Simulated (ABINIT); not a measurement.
# AlN (F-43m) in ABINIT: a series of runs

The runs below take AlN through equation of state, band structure, with HCTH407, LDA, BP86, BLYP+D2.

All numbers are computed with ABINIT 10.8.3 (patched build); they aren't measurements. Logs are shortened: lines on timing, memory, paths and dates and some standing lists are left out, and cuts for length are marked. The log counts tension as positive stress, the text compression.

**1. Starting point**

The structure is cubic, space group F-43m (No. 216). Conventional cell: a = 4.368 Å, b = 4.368 Å, c = 4.368 Å, α = 90.00°, β = 90.00°, γ = 90.00°. Around Al (site symmetry -43m) lie 4 N at 1.89 Å. N (site symmetry -43m) has 4 Al at 1.89 Å as nearest neighbours.

Measurements of this composition are mostly on another form, of space group No. 186.

**2. Equation of state, HCTH407**

Input file run.abi:

```
# Datasets: one volume each
ndtset 7
getwfk -1
scalecart1 3*0.9795861087
scalecart2 3*0.9864848297
scalecart3 3*0.9932883884
scalecart4 3*1.0000000000
scalecart5 3*1.0066227096
scalecart6 3*1.0131594038
scalecart7 3*1.0196128224

# Pseudopotentials
pp_dirpath "./"
pseudos "Al.GGA_PBE-JTH.xml, N.GGA_PBE-JTH.xml"

# Structure
acell 5.8366710593 5.8366710593 5.8366710593
rprim
     0.0000000000     0.7071067812     0.7071067812
     0.7071067812     0.0000000000     0.7071067812
     0.7071067812     0.7071067812     0.0000000000
ntypat 2
znucl 13 7
natom 2
typat 1 2
xred
     0.0000000000     0.0000000000     0.0000000000
     0.2500000000     0.2500000000     0.2500000000

# Plane-wave basis
ecut 25.0
pawecutdg 47.0

# k points
kptopt 1
ngkpt 10 10 10
nshiftk 1
shiftk 0.0 0.0 0.0

# Exchange and correlation
ixc 27

# Bands and occupations
nband 8
occopt 3
tsmear 0.05 eV

# SCF cycle
nstep 100
tolvrs 1.0e-9

# Output
iomode 3
prtwf 1
prtden 0
prteig 0
prtebands 0
```

Potentials or basis: JTH PAW PBE v2.0.

Run with:

```
$ abinit run.abi > log 2>&1
```

run.abo:

```text
.Version 10.8.3 of ABINIT
 DATASET    1 : space group F-4 3 m (#216); Bravais cF (face-center cubic)
================================================================================
 Values of the parameters that define the memory need for DATASET  1.
     intxc =       0    ionmov =       0      iscf =       7    lmnmax =       8
     lnmax =       4     mgfft =      27  mpssoang =       2    mqgrid =    3001
     natom =       2  nloc_mem =       2    nspden =       1   nspinor =       1
    nsppol =       1      nsym =      24    n1xccc =       1    ntypat =       2
    occopt =       3   xclevel =       2
       mpw =         804          nfft =       19683          nkpt =          47
 PAW method is used; the additional fine FFT grid is defined by:
   mgfftf=        36    nfftf =     46656
================================================================================
================================================================================
[... 71 lines left out ...]
 DATASET    7 : space group F-4 3 m (#216); Bravais cF (face-center cubic)
================================================================================
 Values of the parameters that define the memory need for DATASET  7.
     intxc =       0    ionmov =       0      iscf =       7    lmnmax =       8
     lnmax =       4     mgfft =      30  mpssoang =       2    mqgrid =    3001
     natom =       2  nloc_mem =       2    nspden =       1   nspinor =       1
    nsppol =       1      nsym =      24    n1xccc =       1    ntypat =       2
    occopt =       3   xclevel =       2
       mpw =         908          nfft =       27000          nkpt =          47
 PAW method is used; the additional fine FFT grid is defined by:
   mgfftf=        40    nfftf =     64000
================================================================================
================================================================================

--------------------------------------------------------------------------------
------------- Echo of variables that govern the present computation ------------
--------------------------------------------------------------------------------
 -outvars: echo values of preprocessed input variables --------
            acell      5.8366710593E+00  5.8366710593E+00  5.8366710593E+00 Bohr
              amu      2.69815390E+01  1.40067400E+01
             ecut      2.50000000E+01 Hartree
           getwfk          -1
             iscf           7
              ixc          27
           jdtset        1    2    3    4    5    6    7
         kptrlatt       10    0    0      0   10    0      0    0   10
          kptrlen1     5.71752189E+01
          kptrlen2     5.75778746E+01
          kptrlen3     5.79749759E+01
          kptrlen4     5.83667106E+01
          kptrlen5     5.87532564E+01
          kptrlen6     5.91347817E+01
          kptrlen7     5.95114465E+01
            natom           2
            nband           8
           ndtset           7
            ngfft1         27      27      27
            ngfft2         27      27      27
            ngfft3         30      30      30
            ngfft4         30      30      30
            ngfft5         30      30      30
            ngfft6         30      30      30
            ngfft7         30      30      30
          ngfftdg1         36      36      36
          ngfftdg2         36      36      36
          ngfftdg3         36      36      36
          ngfftdg4         40      40      40
          ngfftdg5         40      40      40
          ngfftdg6         40      40      40
          ngfftdg7         40      40      40
             nkpt          47
            nstep         100
             nsym          24
           ntypat           2
           occopt           3
        pawecutdg      4.70000000E+01 Hartree
         pawxcdev           0
           prtden           0
        prtebands           0
           prteig           0
            rprim1     0.0000000000E+00  6.9267198023E-01  6.9267198023E-01
                       6.9267198023E-01  0.0000000000E+00  6.9267198023E-01
                       6.9267198023E-01  6.9267198023E-01  0.0000000000E+00
            rprim2     0.0000000000E+00  6.9755011263E-01  6.9755011263E-01
                       6.9755011263E-01  0.0000000000E+00  6.9755011263E-01
                       6.9755011263E-01  6.9755011263E-01  0.0000000000E+00
            rprim3     0.0000000000E+00  7.0236095512E-01  7.0236095512E-01
                       7.0236095512E-01  0.0000000000E+00  7.0236095512E-01
                       7.0236095512E-01  7.0236095512E-01  0.0000000000E+00
            rprim4     0.0000000000E+00  7.0710678120E-01  7.0710678120E-01
                       7.0710678120E-01  0.0000000000E+00  7.0710678120E-01
                       7.0710678120E-01  7.0710678120E-01  0.0000000000E+00
            rprim5     0.0000000000E+00  7.1178974407E-01  7.1178974407E-01
                       7.1178974407E-01  0.0000000000E+00  7.1178974407E-01
                       7.1178974407E-01  7.1178974407E-01  0.0000000000E+00
            rprim6     0.0000000000E+00  7.1641188486E-01  7.1641188486E-01
                       7.1641188486E-01  0.0000000000E+00  7.1641188486E-01
                       7.1641188486E-01  7.1641188486E-01  0.0000000000E+00
            rprim7     0.0000000000E+00  7.2097514092E-01  7.2097514092E-01
                       7.2097514092E-01  0.0000000000E+00  7.2097514092E-01
                       7.2097514092E-01  7.2097514092E-01  0.0000000000E+00
          spgroup         216
           tolvrs      1.00000000E-09
           tsmear      1.83746611E-03 Hartree
            typat      1  2
           useylm           1
           xangst1     0.0000000000E+00  0.0000000000E+00  0.0000000000E+00
                       1.0697048755E+00  1.0697048755E+00  1.0697048755E+00
           xangst2     0.0000000000E+00  0.0000000000E+00  0.0000000000E+00
                       1.0772382566E+00  1.0772382566E+00  1.0772382566E+00
           xangst3     0.0000000000E+00  0.0000000000E+00  0.0000000000E+00
                       1.0846677208E+00  1.0846677208E+00  1.0846677208E+00
           xangst4     0.0000000000E+00  0.0000000000E+00  0.0000000000E+00
                       1.0919967791E+00  1.0919967791E+00  1.0919967791E+00
           xangst5     0.0000000000E+00  0.0000000000E+00  0.0000000000E+00
                       1.0992287566E+00  1.0992287566E+00  1.0992287566E+00
           xangst6     0.0000000000E+00  0.0000000000E+00  0.0000000000E+00
                       1.1063668056E+00  1.1063668056E+00  1.1063668056E+00
           xangst7     0.0000000000E+00  0.0000000000E+00  0.0000000000E+00
                       1.1134139180E+00  1.1134139180E+00  1.1134139180E+00
            xcart1     0.0000000000E+00  0.0000000000E+00  0.0000000000E+00
                       2.0214492503E+00  2.0214492503E+00  2.0214492503E+00
            xcart2     0.0000000000E+00  0.0000000000E+00  0.0000000000E+00
                       2.0356852774E+00  2.0356852774E+00  2.0356852774E+00
            xcart3     0.0000000000E+00  0.0000000000E+00  0.0000000000E+00
                       2.0497249300E+00  2.0497249300E+00  2.0497249300E+00
            xcart4     0.0000000000E+00  0.0000000000E+00  0.0000000000E+00
                       2.0635748428E+00  2.0635748428E+00  2.0635748428E+00
            xcart5     0.0000000000E+00  0.0000000000E+00  0.0000000000E+00
                       2.0772412998E+00  2.0772412998E+00  2.0772412998E+00
            xcart6     0.0000000000E+00  0.0000000000E+00  0.0000000000E+00
                       2.0907302575E+00  2.0907302575E+00  2.0907302575E+00
            xcart7     0.0000000000E+00  0.0000000000E+00  0.0000000000E+00
                       2.1040473697E+00  2.1040473697E+00  2.1040473697E+00
             xred      0.0000000000E+00  0.0000000000E+00  0.0000000000E+00
                       2.5000000000E-01  2.5000000000E-01  2.5000000000E-01
            znucl       13.00000    7.00000

================================================================================

 chkinp: Checking input parameters for consistency, jdtset=   1.

 chkinp: Checking input parameters for consistency, jdtset=   2.
[... 40 lines left out ...]
 getcut: wavevector=  0.0000  0.0000  0.0000  ngfft=  36  36  36
         ecut(hartree)=     47.000   => boxcut(ratio)=   2.04024

--- Pseudopotential description ------------------------------------------------
- pspini: atom type   1  psp file is ./Al.GGA_PBE-JTH.xml
 Pseudopotential format is: paw10
 basis_size (lnmax)=  4 (lmn_size=  8), orbitals=   0   0   1   1
 Spheres core radius: rc_sph= 1.90363307
 Shapefunction is SIN type: shapef(r)=[sin(pi*r/rshp)/(pi*r/rshp)]**2
 Radius for shape functions =  1.60786206
 Compensation charge density is not taken into account in XC energy/potential

- pspini: atom type   2  psp file is ./N.GGA_PBE-JTH.xml
 Pseudopotential format is: paw10
 basis_size (lnmax)=  4 (lmn_size=  8), orbitals=   0   0   1   1
 Spheres core radius: rc_sph= 1.20497474
 Shapefunction is SIN type: shapef(r)=[sin(pi*r/rshp)/(pi*r/rshp)]**2
 Radius for shape functions =  1.00243812
 Compensation charge density is not taken into account in XC energy/potential

  -4.47066277E+00                                ecore*ucvol(ha*bohr**3)
--------------------------------------------------------------------------------

================================================================================

--- !BeginCycle
iteration_state: {dtset: 1, }
solver: {iscf: 7, nstep: 100, nline: 4, wfoptalg: 10, }
tolerances: {tolvrs: 1.00E-09, }
...
[... 1285 lines left out ...]
-Cartesian components of stress tensor (GPa)         [Pressure= -6.7306E+00 GPa]
- sigma(1 1)=  6.73057516E+00  sigma(3 2)=  0.00000000E+00
- sigma(2 2)=  6.73057516E+00  sigma(3 1)=  0.00000000E+00
- sigma(3 3)=  6.73057516E+00  sigma(2 1)=  0.00000000E+00

== END DATASET(S) ==============================================================
================================================================================

 -outvars: echo values of variables after computation  --------
            acell      5.8366710593E+00  5.8366710593E+00  5.8366710593E+00 Bohr
           etotal1    -1.2233359990E+01
           etotal2    -1.2234922401E+01
           etotal3    -1.2235996265E+01
           etotal4    -1.2236618166E+01
           etotal5    -1.2236836027E+01
           etotal6    -1.2236686290E+01
           etotal7    -1.2236214309E+01
            fcart1    -0.0000000000E+00 -0.0000000000E+00 -0.0000000000E+00
                      -0.0000000000E+00 -0.0000000000E+00 -0.0000000000E+00
            fcart2    -2.0667527578E-30 -2.0667527578E-30  6.2002582735E-30
                       2.0667527578E-30  2.0667527578E-30 -6.2002582735E-30
            fcart3    -3.0788947090E-30 -3.0788947090E-30  9.2366841269E-30
                       3.0788947090E-30  3.0788947090E-30 -9.2366841269E-30
            fcart4    -4.0776404847E-30 -4.0776404847E-30  1.2232921454E-29
                       4.0776404847E-30  4.0776404847E-30 -1.2232921454E-29
            fcart5    -0.0000000000E+00 -0.0000000000E+00 -0.0000000000E+00
                      -0.0000000000E+00 -0.0000000000E+00 -0.0000000000E+00
[... 38 lines left out ...]
                       0.0000000000E+00  0.0000000000E+00  0.0000000000E+00
           xangst1     0.0000000000E+00  0.0000000000E+00  0.0000000000E+00
                       1.0697048755E+00  1.0697048755E+00  1.0697048755E+00
           xangst2     0.0000000000E+00  0.0000000000E+00  0.0000000000E+00
                       1.0772382566E+00  1.0772382566E+00  1.0772382566E+00
           xangst3     0.0000000000E+00  0.0000000000E+00  0.0000000000E+00
                       1.0846677208E+00  1.0846677208E+00  1.0846677208E+00
           xangst4     0.0000000000E+00  0.0000000000E+00  0.0000000000E+00
                       1.0919967791E+00  1.0919967791E+00  1.0919967791E+00
           xangst5     0.0000000000E+00  0.0000000000E+00  0.0000000000E+00
                       1.0992287566E+00  1.0992287566E+00  1.0992287566E+00
           xangst6     0.0000000000E+00  0.0000000000E+00  0.0000000000E+00
                       1.1063668056E+00  1.1063668056E+00  1.1063668056E+00
           xangst7     0.0000000000E+00  0.0000000000E+00  0.0000000000E+00
                       1.1134139180E+00  1.1134139180E+00  1.1134139180E+00
             xred      0.0000000000E+00  0.0000000000E+00  0.0000000000E+00
                       2.5000000000E-01  2.5000000000E-01  2.5000000000E-01
 Calculation completed.
```

It took 94 s on 1 thread of Arm Neoverse V1, shared host; peak memory 0.12 GiB.

What came out:

* Equilibrium volume: 10.64 Å³/atom
* Bulk modulus: 193 GPa
* Pressure derivative of the bulk modulus: 4.2 (rough: it moves with the points fitted)

Energy against volume, from the lowest point:
```csv
volume (Å³/atom),energy (meV/atom)
9.792,47.29
10.001,26.04
10.209,11.43
10.417,2.96
10.626,0.00
10.834,2.04
11.042,8.46
```

Caveat: the cutoff is too short for stress, so the log's stress isn't used; pressures at fixed basis lie under the slope of the energies; the PAW data sets were made with another functional, which shifts forces and pressure a little.

[end of part 1 of 2]
